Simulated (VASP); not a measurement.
Runs of VASP 6.6.1 on TiO2. It takes space group P4_2/mnm (No. 136, tetragonal). The conventional cell has a = 4.600 Å, b = 4.600 Å, c = 2.959 Å, α = 90.00°, β = 90.00°, γ = 90.00°. Ti (site symmetry mmm) is surrounded by 6 O at 1.95 to 1.98 Å. Around O (site symmetry m2m) lie 3 Ti at 1.95 to 1.98 Å. The cell is a database's computed one.

```csv
task,level,potentials or basis,cell,cutoff (eV),gap on the mesh (eV),pressure (GPa),relaxed volume (Å³/atom)
band structure,AM05,"VASP PAW PBE potentials, release 64 (Ti_sv, O)",as given,520,(c),-1.7,-
band structure,PBE,"VASP PAW PBE potentials, release 64 (Ti_sv, O)",as given,520,1.87,-,-
relaxation of cell and atoms,RPBE,"VASP PAW PBE potentials, release 64 (Ti_sv, O)",relaxed,600,1.84,0.0,(b)
band structure,LDA,"VASP PAW LDA potentials, release 64 (Ti_sv, O)",as given,520,1.75,-,-
relaxation of cell and atoms,PBEsol,"VASP PAW PBE potentials, release 64 (Ti_sv, O)",relaxed,600,1.83,0.0,(a)
```

Alike in all rows: no spin polarisation; k mesh 6 × 6 × 9; smearing fermi-dirac 0.05 eV.

Task: Fill in the values left out.

Result: (a) 10.34; (b) 10.93; (c) 1.80.

Caveats: the PAW data sets were made with another functional, which shifts forces and pressure a little (some runs); an odd mesh through Γ misses points on the zone boundary, where band edges often lie (some runs).
